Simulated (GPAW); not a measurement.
# PbS (Galena) (Fm-3m) in GPAW: reference runs

Aim: a first look at PbS (Galena) with PBE, on the cell as given.

Everything below comes from runs of GPAW 26.7.0. Logs are shortened: lines on timing, memory, paths and dates and some standing lists are left out, and cuts for length are marked. The log counts tension as positive stress, the text compression.

## (1) The crystal as given

It takes space group Fm-3m (No. 225, cubic). Conventional cell: a = 5.931 Å, b = 5.931 Å, c = 5.931 Å, α = 90.00°, β = 90.00°, γ = 90.00°. Around Pb (site symmetry m-3m) lie 6 S at 2.97 Å. S (site symmetry m-3m) has 6 Pb at 2.97 Å as nearest neighbours.

## (2) Single point, PBE

run.py reads:

```python
from ase import Atoms
from ase.dft.bandgap import bandgap
from ase.io import write
from ase.units import GPa
from gpaw import GPAW, PW

atoms = Atoms(['Pb', 'S'],
              cell=[[0.0, 2.96575, 2.96575],
                    [2.96575, 0.0, 2.96575],
                    [2.96575, 2.96575, 0.0]],
              scaled_positions=[[0.0, 0.0, 0.0],
                                [0.5, 0.5, 0.5]],
              pbc=True)

calc = GPAW(mode=PW(600),
            xc='PBE',
            kpts={'size': (8, 8, 8), 'gamma': True},
            occupations={'name': 'fermi-dirac', 'width': 0.05},
            nbands=19,
            convergence={'density': 1e-05, 'energy': 1e-05},
            maxiter=150,
            txt='gpaw.txt')
atoms.calc = calc
energy = atoms.get_potential_energy()
forces = atoms.get_forces()
stress = atoms.get_stress()
calc.write('gs.gpw')
write('result.traj', atoms)
print(f'Energy: {energy:.6f} eV')
print('Forces (eV/A):')
print(forces.round(4))
print('Stress (GPa):', (stress / GPa).round(3))
print('Fermi level:', round(calc.get_fermi_level(), 4), 'eV')
print(f'Gap: {bandgap(calc)[0]:.4f} eV, direct: {bandgap(calc, direct=True)[0]:.4f} eV')
```

Potentials or basis: GPAW PAW data sets (gpaw-data 1.2.1), pw.

The run is started by

```bash
$ OMP_NUM_THREADS=1 python run.py
```

gpaw.txt:

```text
__  _  _
 | _ |_)|_||  |
 |__||  | ||/\| - 26.7.0

Input parameters:
  mode=PW(ecut=600.0),
  convergence={'density': 1e-05, 'energy': 1e-05},
  kpts=MonkhorstPack(size=(8, 8, 8), gamma=True),
  maxiter=150,
  nbands=19,
  occupations=Occupations(name='fermi-dirac', width=0.05),
  xc=XC(name='PBE')

Diagonalizing LCAO Hamiltonian
Converting LCAO to pw mode

                S

       Pb

Atoms  # Å, Bohr magnetons
|   | symbol |        x |        y |        z |    initial magnetic moments |
|---|--------|----------|----------|----------|-----------------------------|
| 0 |     Pb | 0.000000 | 0.000000 | 0.000000 | ( 0.0000,  0.0000,  0.0000) |
| 1 |      S | 2.965750 | 2.965750 | 2.965750 | ( 0.0000,  0.0000,  0.0000) |

Unit cell  # Å
| periodic |        x |        y |        z |  lengths |    angles |
|----------|----------|----------|----------|----------|-----------|
|      yes | 0.000000 | 2.965750 | 2.965750 | 4.194204 | 60.000000 |
|      yes | 2.965750 | 0.000000 | 2.965750 | 4.194204 | 60.000000 |
|      yes | 2.965750 | 2.965750 | 0.000000 | 4.194204 | 60.000000 |

Number of symmetries: 48
Symmetry operations  # r_c * U_cc + t_c -> r_c
|    | kind |            matrix            |
|----|------|------------------------------|
|  0 |  σ   |  1, 0, 0,  1, 0,-1,  1,-1, 0 |
|  1 |  C2  |  1, 0, 0,  1,-1, 0,  1, 0,-1 |
|  2 |  E   |  1, 0, 0,  0, 1, 0,  0, 0, 1 |
|  3 |  σ   |  1, 0, 0,  0, 0, 1,  0, 1, 0 |
|  4 |  C4  |  1, 0,-1,  1, 0, 0,  1,-1, 0 |
|  5 |  S6  |  1, 0,-1,  1,-1, 0,  1, 0, 0 |
|  6 |  σ   |  1, 0,-1,  0, 1,-1,  0, 0,-1 |
|  7 |  C3  |  1, 0,-1,  0, 0,-1,  0, 1,-1 |
|  8 |  S6  |  1,-1, 0,  1, 0, 0,  1, 0,-1 |
|  9 |  C4  |  1,-1, 0,  1, 0,-1,  1, 0, 0 |
| 10 |  C3  |  1,-1, 0,  0,-1, 1,  0,-1, 0 |
| 11 |  σ   |  1,-1, 0,  0,-1, 0,  0,-1, 1 |
| 12 |  σ   |  0, 1, 0,  1, 0, 0,  0, 0, 1 |
| 13 |  C4  |  0, 1, 0,  0, 1,-1, -1, 1, 0 |
| 14 |  C3  |  0, 1, 0,  0, 0, 1,  1, 0, 0 |
| 15 |  S6  |  0, 1, 0, -1, 1, 0,  0, 1,-1 |
| 16 |  C2  |  0, 1,-1,  1, 0,-1,  0, 0,-1 |
| 17 |  σ   |  0, 1,-1,  0, 1, 0, -1, 1, 0 |
| 18 |  S4  |  0, 1,-1,  0, 0,-1,  1, 0,-1 |
| 19 |  C4  |  0, 1,-1, -1, 1, 0,  0, 1, 0 |
| 20 |  C3  |  0, 0, 1,  1, 0, 0,  0, 1, 0 |
| 21 |  σ   |  0, 0, 1,  0, 1, 0,  1, 0, 0 |
| 22 |  S6  |  0, 0, 1,  0,-1, 1, -1, 0, 1 |
| 23 |  C4  |  0, 0, 1, -1, 0, 1,  0,-1, 1 |
| 24 |  S4  |  0, 0,-1,  1, 0,-1,  0, 1,-1 |
| 25 |  C3  |  0, 0,-1,  0, 1,-1,  1, 0,-1 |
| 26 |  C2  |  0, 0,-1,  0,-1, 0, -1, 0, 0 |
| 27 |  S6  |  0, 0,-1, -1, 0, 0,  0,-1, 0 |
| 28 |  S4  |  0,-1, 1,  1,-1, 0,  0,-1, 0 |
| 29 |  C4  |  0,-1, 1,  0, 0, 1, -1, 0, 1 |
| 30 |  C2  |  0,-1, 1,  0,-1, 0,  1,-1, 0 |
| 31 |  σ   |  0,-1, 1, -1, 0, 1,  0, 0, 1 |
| 32 |  C3  |  0,-1, 0,  1,-1, 0,  0,-1, 1 |
| 33 |  S6  |  0,-1, 0,  0, 0,-1, -1, 0, 0 |
| 34 |  S4  |  0,-1, 0,  0,-1, 1,  1,-1, 0 |
| 35 |  C2  |  0,-1, 0, -1, 0, 0,  0, 0,-1 |
| 36 |  C2  | -1, 1, 0,  0, 1, 0,  0, 1,-1 |
| 37 |  S6  | -1, 1, 0,  0, 1,-1,  0, 1, 0 |
| 38 |  S4  | -1, 1, 0, -1, 0, 1, -1, 0, 0 |
| 39 |  C3  | -1, 1, 0, -1, 0, 0, -1, 0, 1 |
| 40 |  S6  | -1, 0, 1,  0, 0, 1,  0,-1, 1 |
| 41 |  C2  | -1, 0, 1,  0,-1, 1,  0, 0, 1 |
| 42 |  C3  | -1, 0, 1, -1, 1, 0, -1, 0, 0 |
| 43 |  S4  | -1, 0, 1, -1, 0, 0, -1, 1, 0 |
| 44 |  C2  | -1, 0, 0,  0, 0,-1,  0,-1, 0 |
| 45 |  i   | -1, 0, 0,  0,-1, 0,  0, 0,-1 |
| 46 |  σ   | -1, 0, 0, -1, 1, 0, -1, 0, 1 |
| 47 |  C2  | -1, 0, 0, -1, 0, 1, -1, 1, 0 |

BZ-sampling:
  Number of BZ points: 512
  Number of IBZ points: 29

  Monkhorst-Pack size: [8, 8, 8]
  Monkhorst-Pack shift: [0.0625, 0.0625, 0.0625]

K-points  # in reciprocal-cell coordinates
|     |                                coordinates |     weight |
|-----|--------------------------------------------|------------|
|   0 | (  0.00000000,   0.00000000,   0.00000000) | 0.00195312 |
|   1 | (  0.12500000,   0.12500000,   0.00000000) | 0.01171875 |
|   2 | (  0.12500000,   0.12500000,   0.12500000) | 0.01562500 |
|   3 | (  0.25000000,   0.12500000,   0.12500000) | 0.02343750 |
|   4 | (  0.25000000,   0.25000000,   0.00000000) | 0.01171875 |
|   5 | (  0.25000000,   0.25000000,   0.12500000) | 0.04687500 |
|   6 | (  0.25000000,   0.25000000,   0.25000000) | 0.01562500 |
|   7 | (  0.37500000,   0.25000000,  -0.37500000) | 0.04687500 |
|   8 | (  0.37500000,   0.25000000,   0.12500000) | 0.04687500 |
|   9 | (  0.37500000,   0.25000000,   0.25000000) | 0.04687500 |
| ... |                                            |            |
|  28 | (  0.50000000,   0.50000000,   0.50000000) | 0.00781250 |

Plane wave coefficients: 1807
Cutoff: 600.0 eV

Spin-components: 1 (collinear spins)
Bands:           19
Projectors:      11
Spin-degeneracy: 2
Datatype:        complex128

Density:
  Valence electrons: 20.0
  Components: 1
  Grid points: [24 24 24]
  Charge: 0.0  # |e|

Potential:
  Grid points: [24 24 24]

species:
  Pb:
    name:    Lead
    Z:       82.0
    valence: 14
    core:    68
    charge:  0.0  # [|e|]
    compensation charges:
      type: gauss
      rc: 0.38  # [Å]
      lmax: 2
    cutoffs:
      filter: 2.36  # [Å]
      core: 2.43  # [Å]
    projectors
    | kind |    occ | energy [eV] | rcut [Å] |
    |------|--------|-------------|----------|
    |   6s |  2.000 |     -11.969 |    1.259 |
    |   6p |  2.000 |      -3.506 |    1.275 |
    |   5d | 10.000 |     -21.211 |    1.217 |
    |    s |        |      15.243 |    1.259 |
    |    p |        |      23.705 |    1.275 |
    |    d |        |       6.001 |    1.217 |

    Using partial waves for Pb as LCAO basis

  S:
    name:    Sulfur
    Z:       16.0
    valence: 6
    core:    10
    charge:  0.0  # [|e|]
    compensation charges:
      type: gauss
      rc: 0.24  # [Å]
      lmax: 2
    cutoffs:
      filter: 1.77  # [Å]
      core: 1.66  # [Å]
    projectors
    | kind |    occ | energy [eV] | rcut [Å] |
    |------|--------|-------------|----------|
    |   3s |  2.000 |     -17.254 |    0.974 |
    |   3p |  4.000 |      -7.008 |    0.979 |
    |    s |        |       9.957 |    0.974 |
    |    p |        |      20.203 |    0.979 |
    |    d |        |       0.000 |    0.900 |

    Using partial waves for S as LCAO basis

Reference energy: -578132.083262  # eV

eigensolver:
  PPCG
  Converge bands: occupied
  niter=2

density mixing:
  MSR1-Mixer
  Pratt-step length: 0.05
  Maximum mixing coefficient: 0.75
  Old densities: 10
  SVD Regularization: 0.005
  Good broyden scale: 1.0
  Trust region scale: 1.0
  Backstep threshold: 4.0
  History deletion threshold: 6.0
  Fourier metric: weight=20.0, sigma=0.015

occupation numbers:
  Fermi-Dirac:
    width: 0.0500  # eV

poisson solver:
  ecut: 4800.0  # eV

xc functional:
[... 9 lines left out ...]
|iter     | |      energy | eigst |  dens |
|---------|-|-------------|-------|-------|
|iter:   1| |   -9.404908 | -0.15 |       |
|iter:   2| |   -9.296448 | -1.96 | -1.16 |
|iter:   3| |   -8.969022 | -1.65 | -1.21 |
|iter:   4| |   -8.971156 | -3.75 | -1.81 |
|iter:   5| |   -8.972242 | -4.21 | -2.16 |
|iter:   6| |   -8.972281 | -5.53 | -3.15 |
|iter:   7| |   -8.972287c| -6.56 | -3.63 |
|iter:   8| |   -8.972287c| -7.59c| -4.45 |
|iter:   9| |   -8.972287c| -7.61c| -5.18c|

Converged in 9 steps
Energy contributions relative to reference atoms: (reference = -578132.083262)

Energy contributions:
  Kinetic:          18.607475
  Coulomb:         -18.978374
  Zero:              0.045966
  External:          0.000000
  Xc:               -8.647214
  Entropy:          -0.000281
  Spinorbit:         0.000000
  ----------------------------
  Free energy:      -8.972428
  Extrapolated:     -8.972287

dipole moment: (-25.074775, -25.074775, -25.074775)  # |e|*Ang

Fermi level: 6.426
Eigenvalues  # (at kpt = [0.000, 0.000, 0.000])
| band index |      eig [eV] | occ [0-2] |
|------------|---------------|-----------|
|          0 |       -10.580 |     2.000 |
|        ... |               |           |
|          2 |       -10.580 |     2.000 |
|          3 |       -10.571 |     2.000 |
|          4 |       -10.571 |     2.000 |
|          5 |        -7.359 |     2.000 |
|          6 |         0.258 |     2.000 |
|          7 |         4.051 |     2.000 |
|          8 |         4.051 |     2.000 |
|          9 |         4.051 |     2.000 |
|         10 |        11.415 |     0.000 |
|         11 |        11.415 |     0.000 |
|         12 |        11.415 |     0.000 |
|         13 |        12.934 |     0.000 |
|         14 |        12.934 |     0.000 |
|         15 |        12.934 |     0.000 |
|         16 |        14.927 |     0.000 |
|         17 |        15.283 |     0.000 |
|         18 |        15.293 |     0.000 |

Gap: 0.308 eV
Transition (v -> c):
  (s=0, k=28, n=9, [0.50, 0.50, 0.50]) -> (s=0, k=28, n=10, [0.50, 0.50, 0.50])
No difference between direct/indirect transitions

Forces  # eV/Ang
|        x |       y |       z |
|----------|---------|---------|
| -0.00000 | 0.00000 | 0.00000 |  # Pb   0
|  0.00000 | 0.00000 | 0.00000 |  # S    1

Stress tensor  # eV/Ang^3
|         x |         y |         z |
|-----------|-----------|-----------|
| -0.012404 |  0.000000 |  0.000000 |
|  0.000000 | -0.012404 |  0.000000 |
|  0.000000 |  0.000000 | -0.012404 |

# Writing to gs.gpw (mode='')
```

Run time: 33 s. Hardware: 1 thread of AMD EPYC, shared host; peak memory 0.16 GiB.

What came out:

* Free energy: -8.9724 eV
* Pressure: 2.0 GPa
* Band gap on the k mesh: 0.31 eV, direct

Caveat: spin-orbit coupling is left out, which as a rule narrows the gap of such compounds by several tenths of an eV. A k mesh can miss the band edges.
